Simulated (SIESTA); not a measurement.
The system is Te2Pt (Moncheite).

```
Pt Te
1.0
     4.01000    0.00000    0.00000
    -2.00500    3.47276    0.00000
     0.00000    0.00000    5.20100
Pt Te
1 2
Direct
  0.00000 0.00000 0.00000
  0.66667 0.33333 0.75000
  0.33333 0.66667 0.25000
```

```yaml
Program: SIESTA 5.4.2
Task: relaxation of cell and atoms
Functional: PBE
Potentials_or_basis: PseudoDojo 0.4 standard (PBE files)
Basis: TZP (energy shift 0.002 Ry)
Grid_cutoff: 800 Ry
Energy_shift: 0.002 Ry
k_mesh: 8 × 8 × 5
Occupations: fermi-dirac, width 0.05 eV
Spin: no spin polarisation
```

At the start: pressure 12.2 GPa; volume 24.14 Å³/atom.

Task: How do energy, volume and symmetry change on relaxing?

Result: Over 15 steps the energy falls by 103.6 meV/atom and the volume is 26.51 Å³/atom (+9.8 %); space group P-3m1 (No. 164, to 0.05 Å).

Step by step:
```csv
step,energy change (eV),largest force (eV/Å),pressure (GPa),volume (Å³)
1,0.0000,1.6773,12.18,72.43
2,-0.1801,0.9751,7.33,74.35
3,-0.3010,0.1408,1.42,77.47
4,-0.3055,0.0339,0.25,78.21
5,-0.3057,0.0449,0.14,78.31
6,-0.3064,0.0524,-0.10,78.58
7,-0.3071,0.0413,-0.21,78.85
8,-0.3083,0.0263,-0.14,79.14
9,-0.3025,0.2406,0.25,83.05
10,-0.3108,0.0393,-0.15,80.13
11,-0.3101,0.0011,-0.07,79.52
12,-0.3107,0.0278,-0.11,79.81
13,-0.3106,0.0212,-0.08,79.71
14,-0.3106,0.0101,-0.01,79.58
15,-0.3107,0.0054,0.03,79.53
```

Final structure:
```
CELL_PARAMETERS angstrom
4.10972 -0.00021 -0.00010
-2.05504 3.55901 0.00010
-0.00013 0.00008 5.43775
ATOMIC_POSITIONS crystal
Pt 0.00000 0.00000 0.00000
Te 0.66667 0.33333 0.74175
Te 0.33333 0.66667 0.25825
```

Caveat: semicore shells carry a single zeta, which can move pressures by several GPa and volumes by a few percent; the basis of atomic orbitals isn't converged, which shifts pressures, moduli and gaps.
